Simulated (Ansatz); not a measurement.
**Sb: single point with PBE**

Crystal: Sb.

```xyz
2
Lattice="2.1542 1.2437 3.7580 -2.1542 1.2437 3.7580 0.0000 -2.4875 3.7580" Properties=species:S:1:pos:R:3 pbc="T T T"
Sb    0.0000    0.0000    8.6416
Sb    0.0000    0.0000    2.6324
```

* Program: Ansatz 0.2.0
* Task: single point
* Functional: PBE
* Potentials or basis: Ansatz PAW
* Cutoff: 420 eV (not typed: the program's choice for these potentials)
* k mesh: 8 × 8 × 8
* Occupations: gaussian, width 0.015 eV
* Spin: no spin polarisation

```json
{"Pressure": "2.7 GPa", "Largest force": "0.141 eV/Å", "Band gap on the k mesh": "none (metal or under the smearing width)"}
```

Forces in eV/Å, atoms in the order of the input:
```
Sb   0.000  0.000 -0.141
Sb   0.000  0.000  0.141
```

Stress tensor (GPa, compression positive):
```
2.94 0.00 0.00
0.00 2.94 0.00
0.00 0.00 2.23
```

Levels at points of the mesh, in eV from the Fermi level:
```
              k point  band 12  band 13  band 14  band 15  band 16  band 17  band 18  band 19
   (0.00, 0.00, 0.00)    -4.92    -2.17    -1.90    -1.90     1.99     2.60     2.60     5.04
  (0.00, 0.00, -0.50)    -9.74    -2.04    -1.93    -0.40    -0.30     0.09     0.39     7.50
 (0.00, -0.50, -0.50)    -8.09    -5.54    -3.86    -3.76     1.44     4.84     5.42     6.84
(-0.50, -0.50, -0.50)    -9.10    -1.41    -1.41    -0.56     0.03     0.03     1.00     6.93
```

It took 3 s on 2 threads of Intel(R) Xeon(R) Processor @ 2.70GHz, with other jobs on the host, peak memory 0.39 GiB.

Spin-orbit coupling is left out, which matters for the levels of Sb.
